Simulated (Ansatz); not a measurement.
N2 on the (100) surface of Ta, space group Fm-3m (No. 225) (top face towards +c; held atoms: 1, 2, 3, 4, 5, 6, 7, 8), one molecule per 35.0 Å². Starting structure (random tilt, lowest atom N over a hollow over Ta site; the molecule's atoms stand last):

```xyz
18
Lattice="5.9137 0.0000 0.0000 0.0000 5.9137 0.0000 0.0000 0.0000 25.0959" Properties=species:S:1:pos:R:3 pbc="T T T"
Ta    1.4784    1.4784    8.0000
Ta    1.4784    4.4353    8.0000
Ta    4.4353    1.4784    8.0000
Ta    4.4353    4.4353    8.0000
Ta    2.9568    2.9568   10.0908
Ta    2.9568    0.0000   10.0908
Ta    0.0000    2.9568   10.0908
Ta    0.0000    0.0000   10.0908
Ta    4.4353    4.4353   12.3221
Ta    4.4353    1.4784   12.3221
Ta    1.4784    4.4353   12.3221
Ta    1.4784    1.4784   12.3221
Ta    0.0000    0.0000   14.3488
Ta    0.0000    2.9568   14.3488
Ta    2.9568    0.0000   14.3488
Ta    2.9568    2.9568   14.3488
N     4.4353    4.4353   16.3888
N     4.1538    3.7624   17.2123
```

The calculation used DFT PBE+D3(BJ), scalar-relativistic, plane waves, PAW (Ansatz 0.2.0). Settings: cutoff 420 eV, Γ-centred mesh 3×3×1 on the computed 18-atom cell, Gaussian smearing of 0.10 eV; no spin polarisation. A dipole correction removes the field between periodic images along c.

E_ads is per molecule, from the clean relaxed slab and the free relaxed molecule; negative means bound; no zero-point or thermal terms, forces under 0.04 eV/Å, and the free molecule is spin-polarised where open-shell. Heights count from the highest slab atom.

Problem. How strongly does it adsorb?

Solution. -3.15 eV.

Problem. Does the molecule survive, and how close does it come to the surface?

Solution. It stays whole. Its lowest atom lies 0.30 Å over the highest slab atom; shortest contacts N–Ta 2.02 Å, N–Ta 2.05 Å, N–Ta 2.12 Å.

Problem. How do the dipole along +c and the top face's work function change?

Solution. The dipole changes by -0.033 e·Å a cell, the work function by +0.15 eV.

Each end is the local minimum that its start leads to.

The reference crystal is the fcc form of Ta, which isn't its usual structure.